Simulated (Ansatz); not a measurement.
## Strain response of SiO2

These are results of DFT LDA, scalar-relativistic, plane waves, PAW in Ansatz, not measurements. (420 eV cutoff, 6×6×4 k-mesh, Gaussian smearing of 0.02 eV, no spin polarisation)

Reference structure (relaxed):

```
CELL_PARAMETERS angstrom
4.94835 0.00000 0.00000
0.00000 4.94835 0.00000
0.00000 0.00000 6.87830
ATOMIC_POSITIONS crystal
Si 0.19615 0.19615 0.00000
Si 0.30385 0.69615 0.75000
Si 0.69615 0.30385 0.25000
Si 0.80385 0.80385 0.50000
O 0.61230 0.73752 0.68284
O 0.38770 0.26248 0.18284
O 0.73752 0.61230 0.31716
O 0.23752 0.88770 0.93284
O 0.26248 0.38770 0.81716
O 0.11230 0.76248 0.56716
O 0.88770 0.23752 0.06716
O 0.76248 0.11230 0.43284
```

Deformation: all cell vectors scaled alike, the atoms relaxed, all within the symmetry that the strain leaves. Energies are extrapolated to zero smearing. Gaps are Kohn–Sham gaps over the whole zone.

| strain (%) | ΔE (meV/atom) | a (Å) | b (Å) | c (Å) | gap (eV) |
| --- | --- | --- | --- | --- | --- |
| -3.0 | 4.3 | 4.800 | 4.800 | 6.672 | 5.71 |
| -1.5 | 1.0 | 4.874 | 4.874 | 6.775 | 5.63 |
| +0.0 | 0.0 | 4.948 | 4.948 | 6.878 | 5.55 |
| +1.5 | 1.1 | 5.023 | 5.023 | 6.981 | 5.47 |
| +3.0 | 4.0 | 5.097 | 5.097 | 7.085 | 5.40 |

(1) What stiffness (1/V) d²E/dε² at zero strain does a cubic fit over all points give?

(2) How fast does the gap move with strain on either side?

Answers

(1) A cubic fit gives (1/V) d²E/dε² = 106 GPa at zero strain (nine times the bulk modulus at fixed shape).

(2) -55 meV per percent on the compressed side and -53 meV per percent on the stretched side; it is direct at -1.5 %, direct at zero and direct at +1.5 %.

This form isn't the usual stable structure of the compound.